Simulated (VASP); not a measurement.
Wanted: the native input for a VASP 6.6.1 run.

| Item | Value |
| --- | --- |
| Task | relaxation of the atoms |
| Functional | BLYP |
| Dispersion | D3 |
| Potentials or basis | VASP PAW PBE potentials, release 64 (Ca_sv, O) |
| Cutoff | 520 eV |
| k mesh | 9 × 9 × 9 |
| Occupations | gaussian, width 0.05 eV |
| Spin | no spin polarisation |
| Atoms held fixed (from 0) | [0] |
| Further INCAR settings | ALGO = Normal; EDIFF = 1e-07; IBRION = 2; EDIFFG = -0.02; NSW = 60 |

The structure of CaO lies in POSCAR:

```
CaO
1.0
    3.0764151800      0.0000000000      0.0000000000
    0.0000000000      3.0764151800      0.0000000000
    0.0000000000      0.0000000000      3.0764151800
Ca O
1 1
Selective dynamics
Direct
    0.0000000000      0.0000000000      0.0000000000  F F F
    0.5000000000      0.5000000000      0.5000000000  T T T
```

The cell was built by a generator and needn't be a form met in nature.

The input as run:

INCAR

```
SYSTEM = CaO
PREC = Accurate
ENCUT = 520
EDIFF = 1E-7
ISMEAR = 0
SIGMA = 0.05
LREAL = .False.
LASPH = .True.
NELM = 80
ALGO = Normal
ISIF = 2
LWAVE = .False.
LCHARG = .False.
GGA = B5
ALDAX = 1.0
AGGAX = 1.0
AGGAC = 1.0
ALDAC = 0.0
IVDW = 11
VDW_S6 = 1.0
VDW_S8 = 1.682
VDW_SR = 1.094
VDW_SR8 = 1.0
IBRION = 2
NSW = 60
EDIFFG = -0.02
```

KPOINTS

```
Automatic mesh
0
Gamma
  9 9 9
  0 0 0
```

Potentials or basis: VASP PAW PBE potentials, release 64 (Ca_sv, O).

Launch:

```sh
$ cat potpaw_PBE.64/Ca_sv/POTCAR potpaw_PBE.64/O/POTCAR > POTCAR
$ mpirun -np 1 vasp_std > vasp.out
```

Results of the run:

```json
{
  "Pressure after relaxing": "-11.7 GPa",
  "Band gap on the k mesh": "2.83 eV, indirect (least direct gap 3.09 eV)",
  "Dispersion energy per atom": "-0.328 eV"
}
```

Caveat: the relaxation stopped at its first step, so nothing moved; the PAW data sets were made with another functional, which shifts forces and pressure a little; an odd mesh through Γ misses points on the zone boundary, where band edges often lie.

Run time: 15 s on 1 thread of AMD EPYC 9R45 96-Core Processor (Zen 5), on a shared host, peak memory 0.12 GiB.
